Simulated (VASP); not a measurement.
Here is a VASP 6.6.1 calculation.

Contents of POSCAR:

```
CaO
1.0
    0.0000000000      2.4035556960      2.4035556960
    2.4035556960      0.0000000000      2.4035556960
    2.4035556960      2.4035556960      0.0000000000
Ca O
1 1
Direct
    0.0000000000      0.0000000000      0.0000000000
    0.5000000000      0.5000000000      0.5000000000
```

Contents of INCAR.step1:

```
SYSTEM = CaO
PREC = Accurate
ENCUT = 520
EDIFF = 1E-5
ISMEAR = -1
SIGMA = 0.05
LREAL = .False.
LASPH = .True.
NELM = 80
ALGO = Normal
ISIF = 2
LWAVE = .True.
LCHARG = .False.
GGA = PE
```

File INCAR.step2:

```
SYSTEM = CaO
PREC = Accurate
ENCUT = 520
EDIFF = 1E-7
ISMEAR = -1
SIGMA = 0.05
LREAL = .False.
LASPH = .True.
NELM = 80
ALGO = Normal
ISIF = 2
LWAVE = .False.
LCHARG = .False.
GGA = PE
LHFCALC = .True.
HFSCREEN = 0.2
AEXX = 0.3
PRECFOCK = Fast
ISTART = 1
```

File KPOINTS:

```
Automatic mesh
0
Gamma
  5 5 5
  0 0 0
```

Potentials or basis: VASP PAW PBE potentials, release 64 (Ca_sv, O).

The run is started by

```console
$ cat potpaw_PBE.64/Ca_sv/POTCAR potpaw_PBE.64/O/POTCAR > POTCAR
$ cp INCAR.step1 INCAR
$ mpirun -np 1 vasp_std > vasp.out
$ cp INCAR.step2 INCAR
$ mpirun -np 1 vasp_std > vasp.out
```

(1) What does it give for the band gap on the k mesh?

(2) Predict the pressure.

## Answers

(1) 5.87 eV, indirect (least direct gap 6.30 eV).

(2) -0.3 GPa.

Caveat: the k mesh is coarse (spacing up to 0.45 Å⁻¹), so the values aren't converged, least of all with exact exchange; the PAW data sets were made with another functional, which shifts forces and pressure a little; an odd mesh through Γ misses points on the zone boundary, where band edges often lie.
